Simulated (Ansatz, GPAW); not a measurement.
# WSe₂ with PBE in single-zeta orbitals from a Python script

These are simulated results from GPAW 26.7.0, not measurements. The cell began as a database structure and was relaxed with r2SCAN+rVV10 in plane waves (Ansatz 0.2.0). All runs are without spin polarisation.

The symmetry is P-6m2 (No. 187, hexagonal); conventional cell a = 3.297 Å, c = 7.184 Å, 22.55 Å³ an atom. W has 6 Se at 2.53 Å; Se has 3 W at 2.53 Å.

The basis is minimal: single zeta, one radial function for each shell that the log's basis lists. It describes the filled bands fairly and the empty ones poorly.

Input script:

```python
import json
from ase import Atoms
from gpaw import GPAW, PW, FermiDirac

atoms = Atoms(['W', 'Se', 'Se'],
              cell=[[3.29721285, 0.0, 0.0], [-1.64860642, 2.85547009, 0.0], [0.0, 0.0, 7.18426777]],
              scaled_positions=[[0.0, 0.0, 0.0], [0.333333333, 0.666666667, 0.231918101], [0.333333333, 0.666666667, 0.768081899]],
              pbc=True)
calc = GPAW(mode='lcao', basis='sz(dzp)', h=0.2, xc='PBE', kpts={'size': (6, 6, 2), 'gamma': True},
            occupations=FermiDirac(0.02), maxiter=100, legacy_gpaw=True, txt='gpaw.txt')
atoms.calc = calc
res = {'energy': atoms.get_potential_energy(force_consistent=True)}
res['electrons'] = calc.get_number_of_electrons()
res['k'] = calc.get_ibz_k_points().tolist()
res['levels'] = [calc.get_eigenvalues(kpt=i).tolist() for i in range(len(res['k']))]
points = [[0.0, 0.0, 0.0], [0.5, 0.0, 0.0], [0.333333, 0.333333, 0.0], [0.0, 0.0, 0.5], [0.5, 0.0, 0.5], [0.333333, 0.333333, 0.5], [0.177083, 0.177083, 0.0]]
bands = calc.fixed_density(kpts=points, symmetry='off', txt='bands.txt')
res['points'] = [bands.get_eigenvalues(kpt=i).tolist() for i in range(len(points))]
json.dump(res, open('results.json', 'w'))
print('free energy (eV):', round(res['energy'], 5))
```

Command: `python run.py`. It took 31 s on 1 thread of Arm Neoverse V1, on a shared host, peak memory 0.18 GiB.

The log gpaw.txt, trimmed of paths, versions and times, then the last line on the terminal. An iter line gives the energy in eV and the logarithms of the changes of orbitals (plane waves alone) and density (c: converged):

```
___ ___ ___ _ _ _
 |   |   |_  | | | |

 | | | | | . | | | |

 |__ |  _|___|_____|  26.7.0
 |___|_|

Input parameters:
  basis: sz(dzp)
  h: 0.2
  kpts: {gamma: True,
         size: (6, 6, 2)}
  maxiter: 100
  mode: lcao
  occupations: {fixmagmom: False,
                name: fermi-dirac,
                width: 0.02}
  xc: PBE

System changes: positions, numbers, cell, pbc, initial_charges, initial_magmoms

Initialize ...

species:
  W:
    name:    Tungsten
    Z:       74.0
    valence: 14
    core:    60
    charge:  0.0  # [|e|]
    compensation charges:
      type: gauss
      rc: 0.40  # [Å]
      lmax: 2
    cutoffs:
      filter: 2.36  # [Å]
      core: 3.02  # [Å]
    projectors
    | kind |    occ | energy [eV] | rcut [Å] |

    |------|--------|-------------|----------|

    |   5s |  2.000 |     -78.830 |    1.344 |

    |   6s |  2.000 |      -5.697 |    1.344 |

    |   5p |  6.000 |     -43.233 |    1.355 |

    |   6p |  0.000 |      -1.367 |    1.355 |

    |   5d |  4.000 |      -4.494 |    1.228 |

    |    d |        |      22.717 |    1.228 |

    LCAO basis set for W:
      Name: sz(dzp)
      Number of radial functions: 5
      Number of spherical harmonics: 13
        l=0, rc=3.3438 Bohr: 5s-sz confined orbital
        l=0, rc=8.9844 Bohr: 6s-sz confined orbital
        l=1, rc=4.0156 Bohr: 5p-sz confined orbital
        l=1, rc=12.9219 Bohr: 6p-sz confined orbital
        l=2, rc=7.1562 Bohr: 5d-sz confined orbital
      Number of RI-basis functions 0

  Se:
    name:    Selenium
    Z:       34.0
    valence: 6
    core:    28
    charge:  0.0  # [|e|]
    compensation charges:
      type: gauss
      rc: 0.27  # [Å]
      lmax: 2
    cutoffs:
      filter: 1.77  # [Å]
      core: 2.67  # [Å]
    projectors
    | kind |    occ | energy [eV] | rcut [Å] |

    |------|--------|-------------|----------|

    |   4s |  2.000 |     -17.277 |    0.847 |

    |   4p |  4.000 |      -6.512 |    1.005 |

    |    s |        |       9.935 |    0.847 |

    |    p |        |      20.699 |    1.005 |

    |    d |        |       0.000 |    0.847 |

    LCAO basis set for Se:
      Name: sz(dzp)
      Number of radial functions: 2
      Number of spherical harmonics: 4
        l=0, rc=5.7344 Bohr: 4s-sz confined orbital
        l=1, rc=7.2656 Bohr: 4p-sz confined orbital
      Number of RI-basis functions 0

Reference energy: -570978.735916  # eV

Spin-paired calculation

Convergence criteria:
 Maximum [total energy] change in last 3 cyles: 0.0005 eV / valence electron
 Maximum integral of absolute [dens]ity change: 0.0001 electrons / valence electron
 Maximum integral of absolute [eigenst]ate change: 4e-08 eV^2 / valence electron
 Maximum number of scf [iter]ations: 100
 (Square brackets indicate name in SCF output, whereas a 'c' in
 the SCF output indicates the quantity has converged.)

Symmetries present (total): 2

  ( 1  0  0)  ( 1  0  0)
  ( 0  1  0)  ( 0  1  0)
  ( 0  0  1)  ( 0  0 -1)

72 k-points: 6 x 6 x 2 Monkhorst-Pack grid + [1/12,1/12,1/4]
40 k-points in the irreducible part of the Brillouin zone
       k-points in crystal coordinates                weights
   0:     0.00000000    0.00000000    0.00000000          1/72
   1:     0.00000000    0.00000000    0.50000000          1/72
   2:     0.00000000    0.16666667    0.00000000          2/72
   3:     0.00000000    0.16666667    0.50000000          2/72
   4:     0.00000000    0.33333333    0.00000000          2/72
   5:     0.00000000    0.33333333    0.50000000          2/72
   6:     0.00000000    0.50000000    0.00000000          1/72
   7:     0.00000000    0.50000000    0.50000000          1/72
   8:     0.16666667   -0.33333333    0.00000000          2/72
   9:     0.16666667   -0.33333333    0.50000000          2/72
          ...
  39:     0.50000000    0.50000000    0.50000000          1/72

Wave functions: LCAO
  Diagonalizer: Serial LAPACK
  Atomic Correction: dense with blas
  Data-type: complex

Occupation numbers: Fermi-Dirac:
  width: 0.0200  # eV

Eigensolver
   LCAO using direct dense diagonalizer

Densities:
  Coarse grid: 16*16*36 grid
  Fine grid: 32*32*72 grid
  Total Charge: 0.000000

Density mixing:
  Method: separate
  Backend: msr1
  Linear mixing parameter: 0.05
  old densities: 10
  Width of damping distribution: 1.1
  Damping of long wavelength oscillations: 20

Hamiltonian:
  XC and Coulomb potentials evaluated on a 32*32*72 grid
  Using the PBE Exchange-Correlation functional
  Interpolation: tri-quintic (5. degree polynomial)
  Poisson solver: FastPoissonSolver using
    Stencil: 8*3+1=25 point O(h^6) finite-difference Laplacian
    FFT axes: [np.int64(0), np.int64(1), np.int64(2)]
    FST axes: []

XC parameters: PBE with 2 nearest neighbor stencil

Memory estimate:
  Process memory now: 116.58 MiB
  Calculator: 25.43 MiB
    Density: 14.85 MiB
      Arrays: 1.83 MiB
      Localized functions: 11.62 MiB
      Mixer: 1.41 MiB
    Hamiltonian: 2.04 MiB
      Arrays: 1.20 MiB
      XC: 0.00 MiB
      Poisson: 0.00 MiB
      vbar: 0.85 MiB
    Wavefunctions: 8.53 MiB
      C [qnM]: 0.26 MiB
      S, T [2 x qmm]: 0.54 MiB
      P [aqMi]: 0.04 MiB
      BasisFunctions: 7.70 MiB
      Eigensolver: 0.00 MiB

Total number of cores used: 1

Number of atoms: 3
Number of atomic orbitals: 21
Number of bands in calculation: 20
Number of valence electrons: 26
Bands to converge: occupied
Positions:
   0 W      0.000000    0.000000    0.000000    ( 0.0000,  0.0000,  0.0000)
   1 Se     0.000000    1.903647    1.666162    ( 0.0000,  0.0000,  0.0000)
   2 Se     0.000000    1.903647    5.518106    ( 0.0000,  0.0000,  0.0000)

Unit cell:
           periodic     x           y           z      points  spacing
  1. axis:    yes    3.297213    0.000000    0.000000    16     0.1785
  2. axis:    yes   -1.648606    2.855470    0.000000    16     0.1785
  3. axis:    yes    0.000000    0.000000    7.184268    36     0.1996

  Lengths:   3.297213   3.297213   7.184268
  Angles:   90.000000  90.000000 120.000000

Effective grid spacing dv^(1/3) = 0.1943

iter:   1   -17.903591        c
iter:   2   -17.877928        c -1.41
iter:   3   -17.816219        c -1.43
iter:   4   -17.725000        c -1.67
iter:   5   -17.721826        c -2.40
iter:   6   -17.721608c       c -2.74
iter:   7   -17.721590c       c -3.58
iter:   8   -17.721589c       c -4.00c

Converged after 8 iterations.

Energy contributions relative to reference atoms: (reference = -570978.735916)

Kinetic:        +45.908559
Potential:      -42.788901
External:        +0.000000
XC:             -20.988110
Entropy (-ST):   -0.000000
Local:           +0.146863
SIC:             +0.000000
--------------------------
Free energy:    -17.721589
Extrapolated:   -17.721589

Showing only first 2 kpts
 Kpt  Band  Eigenvalues  Occupancy
  0    11      5.64860    2.00000
  0    12      6.63824    2.00000
  0    13     10.14439    0.00000
  0    14     10.14517    0.00000

  1    11      5.61664    2.00000
  1    12      7.19037    2.00000
  1    13     10.15260    0.00000
  1    14     10.15283    0.00000

Fermi level: 8.07444

Gap: 1.379 eV
Transition (v -> c):
  (s=0, k=1, n=12, [0.00, 0.00, 0.50]) -> (s=0, k=28, n=13, [0.33, 0.33, 0.00])
Direct/indirect transitions are different
Direct gap: 1.696 eV
Transition at: (s=0, k=29, n=12, [0.33, 0.33, 0.50])

free energy (eV): -17.72159
```

The gap in the log is over the mesh alone; results.json adds the listed points. PBE in single-zeta orbitals gives a gap of 1.38 eV. On the same cell, plane-wave PBE (Ansatz, 12×12×4 k points and the special points) gives a gap of 1.37 eV and r2SCAN a gap of 1.49 eV; on shared hosts these took about 11 and 28 core-seconds on the 3-atom cell, against 31 for the script. Spin-orbit coupling, left out in all these runs, can cut or reorder the gap by tenths of an eV, up to about 1 eV with Pb or Bi.

No spin-orbit coupling is included; it can move band edges with weight on the heavy atoms by tenths of an eV.
